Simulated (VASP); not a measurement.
Crystal: Sb.

```xyz
1
Lattice="3.1173 0.0000 0.0000 0.0000 3.1173 0.0000 0.0000 0.0000 3.1173" Properties=species:S:1:pos:R:3 pbc="T T T"
Sb    0.0000    0.0000    0.0000
```

This isn't the form of Sb at room conditions, which is rhombohedral.

The cell isn't the ideal one: volume scaled by 0.96.

```yaml
Program: VASP 6.6.1
Task: relaxation of cell and atoms
Functional: PBEsol
Potentials_or_basis: VASP PAW PBE potentials, release 64 (Sb_d_GW)
Cutoff: 680 eV
k_mesh: 9 × 9 × 9
Occupations: fermi-dirac, width 0.05 eV
Spin: no spin polarisation
```

At the start: pressure -3.2 GPa; volume 30.29 Å³/atom.

Q: Where does the relaxation end?

A: Over 3 steps the energy falls by 18.8 meV/atom and the volume is 28.51 Å³/atom (-5.9 %); space group Pm-3m (No. 221, to 0.05 Å).

Step by step:
```tsv
step	energy change (eV)	largest force (eV/Å)	pressure (GPa)	volume (Å³)
1	0.0000	0.0000	-3.21	30.29
2	-0.0143	0.0000	1.82	27.71
3	-0.0188	0.0000	0.01	28.51
```

Final structure:
```
Sb
1.0
     3.05501    0.00000    0.00000
     0.00000    3.05501    0.00000
     0.00000    0.00000    3.05501
Sb
1
Cartesian
  0.0000 0.0000 0.0000
```

Caveat: the PAW data sets were made with another functional, which shifts forces and pressure a little.
